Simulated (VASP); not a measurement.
# CdS (Fm-3m) in VASP: single point with r2SCAN

Aim: the single point of CdS with r2SCAN.

All numbers are computed with VASP 6.6.1; they aren't measurements. Logs are shortened: lines on timing, memory, paths and dates and some standing lists are left out, and cuts for length are marked.

### Step 1. The structure

Symmetry: Fm-3m, No. 225, cubic system. Conventional cell: a = 5.506 Å, b = 5.506 Å, c = 5.506 Å, α = 90.00°, β = 90.00°, γ = 90.00°. Around Cd (site symmetry m-3m) lie 6 S at 2.75 Å. S (site symmetry m-3m) has 6 Cd at 2.75 Å as nearest neighbours.

Measurements of this composition are mostly on another form, of space group No. 186.

### Step 2. Single point, r2SCAN

Contents of POSCAR:

```
CdS
1.0
    0.0000000000      2.7532440000      2.7532440000
    2.7532440000      0.0000000000      2.7532440000
    2.7532440000      2.7532440000      0.0000000000
Cd S
1 1
Direct
    0.0000000000      0.0000000000      0.0000000000
    0.5000000000      0.5000000000      0.5000000000
```

Contents of INCAR.step1:

```
ALGO = Normal
EDIFF = 1E-4
ENCUT = 520
GGA = PE
ISMEAR = -1
LASPH = T
LCHARG = F
LREAL = F
LWAVE = T
NBANDS = 16
NELM = 100
PREC = Accurate
SIGMA = 0.02
```

Contents of INCAR.step2:

```
ALGO = Normal
EDIFF = 1E-7
ENCUT = 520
ISIF = 2
ISMEAR = -1
ISTART = 1
LASPH = T
LCHARG = F
LMIXTAU = T
LREAL = F
LWAVE = F
METAGGA = R2SCAN
NBANDS = 16
NELM = 100
PREC = Accurate
SIGMA = 0.02
```

Contents of KPOINTS:

```
k-points
0
Gamma
  9 9 9
```

Potentials or basis: VASP PAW PBE potentials, release 64 (Cd, S).

Started as:

```console
$ cat potpaw_PBE.64/Cd/POTCAR potpaw_PBE.64/S/POTCAR > POTCAR
$ cp INCAR.step1 INCAR
$ mpirun -np 1 vasp_std > vasp.out
$ cp INCAR.step2 INCAR
$ mpirun -np 1 vasp_std > vasp.out
```

OUTCAR:

```text
EDIFF = 1E-7
   ENCUT = 520
   ISIF = 2
   ISMEAR = -1
   ISTART = 1
   LASPH = T
   LREAL = F
   METAGGA = R2SCAN
   NELM = 100
   PREC = Accurate

 ion  position               nearest neighbor table
   1  0.000  0.000  0.000-   2 2.75   2 2.75   2 2.75   2 2.75   2 2.75   2 2.75
   2  0.500  0.500  0.500-   1 2.75   1 2.75   1 2.75   1 2.75   1 2.75   1 2.75

  LATTYP: Found a face centered cubic cell.
 ALAT       =     5.5064880000

  Lattice vectors:

 A1 = (   0.0000000000,   2.7532440000,   2.7532440000)
 A2 = (   2.7532440000,   0.0000000000,   2.7532440000)
 A3 = (   2.7532440000,   2.7532440000,   0.0000000000)

Analysis of symmetry for initial positions (statically):
=====================================================================
 Subroutine PRICEL returns:
 Original cell was already a primitive cell.

 Routine SETGRP: Setting up the symmetry group for a
 face centered cubic supercell.

 Subroutine GETGRP returns: Found 48 space group operations
 (whereof 48 operations were pure point group operations)
 out of a pool of 48 trial point group operations.

The static configuration has the point symmetry O_h .

Analysis of symmetry for dynamics (positions and initial velocities):
=====================================================================
 Subroutine PRICEL returns:
 Original cell was already a primitive cell.

 Routine SETGRP: Setting up the symmetry group for a
 face centered cubic supercell.

 Subroutine GETGRP returns: Found 48 space group operations
 (whereof 48 operations were pure point group operations)
 out of a pool of 48 trial point group operations.

The dynamic configuration has the point symmetry O_h .

 Subroutine INISYM returns: Found 48 space group operations
 (whereof 48 operations are pure point group operations),
 and found     1 'primitive' translations

----------------------------------------------------------------------------------------

                                     Primitive cell

  volume of cell :      41.7411

  direct lattice vectors                    reciprocal lattice vectors
     0.000000000  2.753244000  2.753244000    -0.181603955  0.181603955  0.181603955
     2.753244000  0.000000000  2.753244000     0.181603955 -0.181603955  0.181603955
     2.753244000  2.753244000  0.000000000     0.181603955  0.181603955 -0.181603955

  length of vectors
     3.893675005  3.893675005  3.893675005     0.314547277  0.314547277  0.314547277

  position of ions in fractional coordinates (direct lattice)
     0.000000000  0.000000000  0.000000000
     0.500000000  0.500000000  0.500000000

  ion indices of the primitive-cell ions
   primitive index   ion index
                 1           1
                 2           2

----------------------------------------------------------------------------------------

 KPOINTS: k-points

Automatic generation of k-mesh.
 Grid dimensions read from file:
 generate k-points for:    9    9    9

 Generating k-lattice:

  Cartesian coordinates                     Fractional coordinates (reciprocal lattice)
    -0.020178217  0.020178217  0.020178217     0.111111111  0.000000000  0.000000000
     0.020178217 -0.020178217  0.020178217     0.000000000  0.111111111  0.000000000
     0.020178217  0.020178217 -0.020178217     0.000000000  0.000000000  0.111111111

  Length of vectors
     0.034949697  0.034949697  0.034949697

  Shift w.r.t. Gamma in fractional coordinates (k-lattice)
     0.000000000  0.000000000  0.000000000

 Subroutine IBZKPT returns following result:
 ===========================================

 Found     35 irreducible k-points:

 Following reciprocal coordinates:
            Coordinates               Weight
  0.000000  0.000000  0.000000      1.000000
  0.111111  0.000000  0.000000      8.000000
  0.222222  0.000000  0.000000      8.000000
  0.333333  0.000000  0.000000      8.000000
  0.444444  0.000000  0.000000      8.000000
  0.111111  0.111111  0.000000      6.000000
[... 16 lines left out ...]
 -0.333333  0.333333  0.000000     12.000000
  0.444444  0.444444  0.000000      6.000000
 [... further k-points ...]
   k-points           NKPTS =     35   k-points in BZ     NKDIM =     35   number of bands    NBANDS=     16
   number of dos      NEDOS =    301   number of ions     NIONS =      2
   total plane-waves  NPLWV =  27000
   dimension x,y,z NGX =    30 NGY =   30 NGZ =   30
   dimension x,y,z NGXF=    60 NGYF=   60 NGZF=   60
   ions per type =               1   1
   NGX,Y,Z   is equivalent  to a cutoff of  12.81, 12.81, 12.81 a.u.
   NGXF,Y,Z  is equivalent  to a cutoff of  25.62, 25.62, 25.62 a.u.
 SYSTEM =  unknown system
   PREC   = accura    normal or accurate (medium, high low for compatibility)
   ISTART =      1    job   : 0-new  1-cont  2-samecut
   ICHARG =      0    charge: 1-file 2-atom 10-const
   ISPIN  =      1    spin polarized calculation?
   LNONCOLLINEAR =      F non collinear calculations
   LSORBIT =      F    spin-orbit coupling
   LASPH  =      T    aspherical Exc in radial PAW
   ENCUT  =  520.0 eV  38.22 Ry    6.18 a.u.   7.24  7.24  7.24*2*pi/ulx,y,z
   NELM   =    100;   NELMIN=  2; NELMDL=  0     # of ELM steps
   EDIFF  = 0.1E-06   stopping-criterion for ELM
   LREAL  =      F    real-space projection
   EDIFFG = 0.1E-05   stopping-criterion for IOM
   NSW    =      0    number of steps for IOM
   IBRION =     -1    ionic relax: 0-MD 1-quasi-New 2-CG
   NFREE  =      0    steps in history (QN), initial steepest desc. (CG)
   ISIF   =      2    stress and relaxation
   ISYM   =      2    0-nonsym 1-usesym 2-fastsym
   POTIM  = 0.5000    time-step for ionic-motion
   TEBEG  =    0.0;   TEEND  =   0.0 temperature during run
   PSTRESS=    0.0 pullay stress
   NELECT =      18.0000    total number of electrons
   NUPDOWN=      -1.0000    fix difference up-down
   EMIN   =  10.00;   EMAX   =-10.00  energy-range for DOS
   EFERMI =   0.00;   METHOD = LEGACY
   ISMEAR =    -1;   SIGMA  =   0.02  broadening in eV -4-tet -1-fermi 0-gaus
   EFERMI_NEDOS =   21; number of points for ismear=-14 and -15
   IALGO  =     38    algorithm
   IMIX   =      4    mixing-type and parameters
     AMIX     =   0.40;   BMIX     =  1.00
     AMIX_MAG =   1.60;   BMIX_MAG =  1.00
  volume/ion in A,a.u.               =      20.87       140.84
  Fermi-wavevector in a.u.,A,eV,Ry     =   1.236833  2.337275 20.813583  1.529755
  Thomas-Fermi vector in A             =   2.371425
   LORBIT       =      0    0 simple, 1 ext, 2 COOP (PROOUT), +10 PAW based schemes
   METAGGA = R2SCAN    functional components
   LHFCALC =     F    Hartree Fock is set to
   AEXX    =    0.0000 exact exchange contribution
   IVDW    =     0    specifies the selected vdW correction
   LEPSILON=     F    determine dielectric tensor
   LRPA    =     F    only Hartree local field effects (RPA)
 non-spin polarized calculation
  energy-cutoff  :      520.00
  volume of cell :       41.74
 maximum number of plane-waves:      1139
 NGX is ok and might be reduce to    30
   NGX = 15   NGY = 15   NGZ = 15

 number of electron      18.0000005 magnetization

 Free energy of the ion-electron system (eV)
  ---------------------------------------------------
  ext. energy  EPLUGINS =         0.00000000
  ---------------------------------------------------
  free energy    TOTEN  =       -29.51968517 eV

  energy without entropy =      -29.51968517  energy(sigma->0) =      -29.51968517

 E-fermi :   2.9468     XC(G=0): -10.8507

 val. band max:        2.4656167143   @ k =  -0.3333   0.1111   0.0000
 cond. band min:       3.3546398372   @ k =   0.4444   0.4444   0.0000
 fundamental gap:      0.8890231229
 Fermi energy:         2.9468208193

 k-point     1 :       0.0000    0.0000    0.0000
  band No.  band energies     occupation
      1     -10.6690      2.00000
      2      -5.3381      2.00000
      3      -5.3381      2.00000
      4      -5.3381      2.00000
      5      -5.3373      2.00000
      6      -5.3373      2.00000
[... 8 lines left out ...]
     15      14.6532      0.00000
     16      14.6532      0.00000

 k-point     2 :       0.1111    0.0000    0.0000
  band No.  band energies     occupation
      1     -10.5649      2.00000
      2      -5.3747      2.00000
      3      -5.3747      2.00000
      4      -5.3486      2.00000
      5      -5.3163      2.00000
      6      -5.3163      2.00000
[... 8 lines left out ...]
     15      13.3825      0.00000
     16      14.3162      0.00000

 k-point     3 :       0.2222    0.0000    0.0000
  band No.  band energies     occupation
      1     -10.2796      2.00000
      2      -5.4666      2.00000
      3      -5.4665      2.00000
      4      -5.3859      2.00000
      5      -5.2609      2.00000
      6      -5.2609      2.00000
[... 8 lines left out ...]
     15      13.6464      0.00000
     16      13.9858      0.00000

 k-point     4 :       0.3333    0.0000    0.0000
  band No.  band energies     occupation
      1      -9.9047      2.00000
      2      -5.5670      2.00000
      3      -5.5670      2.00000
      4      -5.4601      2.00000
      5      -5.1968      2.00000
      6      -5.1968      2.00000
[... 8 lines left out ...]
     15      14.7047      0.00000
     16      14.7047      0.00000

 k-point     5 :       0.4444    0.0000    0.0000
  band No.  band energies     occupation
      1      -9.6180      2.00000
      2      -5.6305      2.00000
      3      -5.6305      2.00000
      4      -5.5435      2.00000
      5      -5.1544      2.00000
      6      -5.1544      2.00000
[... 8 lines left out ...]
     15      15.8648      0.00000
     16      15.8648      0.00000

 k-point     6 :       0.1111    0.1111    0.0000
  band No.  band energies     occupation
      1     -10.5345      2.00000
      2      -5.4168      2.00000
      3      -5.3547      2.00000
      4      -5.3255      2.00000
      5      -5.3173      2.00000
      6      -5.3173      2.00000
[... 8 lines left out ...]
     15      15.3952      0.00000
     16      15.5708      0.00000

 k-point     7 :       0.2222    0.1111    0.0000
  band No.  band energies     occupation
      1     -10.3221      2.00000
      2      -5.4909      2.00000
      3      -5.3760      2.00000
      4      -5.3751      2.00000
      5      -5.2832      2.00000
      6      -5.2553      2.00000
[... 8 lines left out ...]
     15      14.8065      0.00000
     16      15.3652      0.00000

 k-point     8 :       0.3333    0.1111    0.0000
  band No.  band energies     occupation
      1      -9.9949      2.00000
      2      -5.5531      2.00000
      3      -5.4705      2.00000
      4      -5.4142      2.00000
      5      -5.2274      2.00000
      6      -5.1887      2.00000
[... 8 lines left out ...]
     15      15.3428      0.00000
     16      15.3996      0.00000

 k-point     9 :       0.4444    0.1111    0.0000
  band No.  band energies     occupation
      1      -9.6912      2.00000
      2      -5.5637      2.00000
      3      -5.5634      2.00000
      4      -5.4819      2.00000
      5      -5.1701      2.00000
      6      -5.1480      2.00000
[... 8 lines left out ...]
     15      16.2428      0.00000
     16      16.2441      0.00000
[... 172 lines left out ...]
 k-point    19 :      -0.2222    0.2222    0.0000
  band No.  band energies     occupation
      1      -9.8554      2.00000
      2      -5.5790      2.00000
      3      -5.5150      2.00000
      4      -5.3699      2.00000
      5      -5.2245      2.00000
      6      -5.1166      2.00000
[... 8 lines left out ...]
     15      16.9369      0.00000
     16      17.0227      0.00000

 k-point    20 :       0.3333    0.3333    0.0000
  band No.  band energies     occupation
      1      -9.9302      2.00000
      2      -5.4443      2.00000
      3      -5.2614      2.00000
      4      -5.2082      2.00000
      5      -5.1681      2.00000
      6      -5.1681      2.00000
[... 8 lines left out ...]
     15      16.6031      0.00000
     16      18.7635      0.00000

 k-point    21 :       0.4444    0.3333    0.0000
  band No.  band energies     occupation
      1      -9.8137      2.00000
      2      -5.4523      2.00000
      3      -5.2995      2.00000
      4      -5.1702      2.00000
      5      -5.1210      2.00000
      6      -4.8998      2.00000
[... 8 lines left out ...]
     15      17.2888      0.00000
     16      18.3477      0.00000

 k-point    22 :      -0.4444    0.3333    0.0000
  band No.  band energies     occupation
      1      -9.6997      2.00000
      2      -5.4399      2.00000
      3      -5.3909      2.00000
      4      -5.2073      2.00000
      5      -5.1150      2.00000
      6      -4.7348      2.00000
[... 8 lines left out ...]
     15      16.4660      0.00000
     16      18.4771      0.00000

 k-point    23 :      -0.3333    0.3333    0.0000
  band No.  band energies     occupation
      1      -9.6367      2.00000
      2      -5.4949      2.00000
      3      -5.4404      2.00000
      4      -5.2755      2.00000
      5      -5.1427      2.00000
      6      -4.8603      2.00000
[... 8 lines left out ...]
     15      15.2165      0.00000
     16      18.9483      0.00000

 k-point    24 :       0.4444    0.4444    0.0000
  band No.  band energies     occupation
      1      -9.8139      2.00000
      2      -5.4754      2.00000
      3      -5.2391      2.00000
      4      -5.0987      2.00000
      5      -5.0987      2.00000
      6      -4.5654      2.00000
[... 8 lines left out ...]
     15      17.3363      0.00000
     16      18.0338      0.00000

 [... further k-points ...]
[... 5 lines left out ...]
  --------------------------------------------------------------------------------------
  -------------------------------------------------------------------------------------
  Total       -0.4745913     -0.4745913     -0.4745913      0.0000000      0.0000000      0.0000000
  in kB      -18.2165538    -18.2165538    -18.2165538      0.0000000      0.0000000      0.0000000
  external PRESSURE =     -18.2165538 kB  Pullay stress =       0.0000000 kB

 VOLUME and BASIS-vectors are now :
 -----------------------------------------------------------------------------
  energy-cutoff  :      520.00
  volume of cell :       41.74
      direct lattice vectors                 reciprocal lattice vectors
     0.000000000  2.753244000  2.753244000    -0.181603955  0.181603955  0.181603955
     2.753244000  0.000000000  2.753244000     0.181603955 -0.181603955  0.181603955
     2.753244000  2.753244000  0.000000000     0.181603955  0.181603955 -0.181603955

 POSITION                                       TOTAL-FORCE (eV/Angst)
 -----------------------------------------------------------------------------------
      0.00000      0.00000      0.00000         0.000000      0.000000     -0.000000
      2.75324      2.75324      2.75324         0.000000      0.000000      0.000000
 -----------------------------------------------------------------------------------
    total drift:                               -0.000000      0.000000      0.000000

  FREE ENERGIE OF THE ION-ELECTRON SYSTEM (eV)
  ---------------------------------------------------
  free  energy   TOTEN  =       -29.5196851657 eV

  energy  without entropy=      -29.5196851656  energy(sigma->0) =      -29.51968517
```

It took 2.1 min on 1 thread of Intel Xeon Platinum 8488C (Sapphire Rapids), shared host; peak memory 0.18 GiB.

What came out:

```yaml
Free_energy: -29.5197 eV
Pressure: -1.8 GPa
Band_gap_on_the_k_mesh: 0.89 eV, indirect (least direct gap 2.15 eV)
```

Caveat: the PAW data sets were made with another functional, which shifts forces and pressure a little; an odd mesh through Γ misses points on the zone boundary, where band edges often lie.
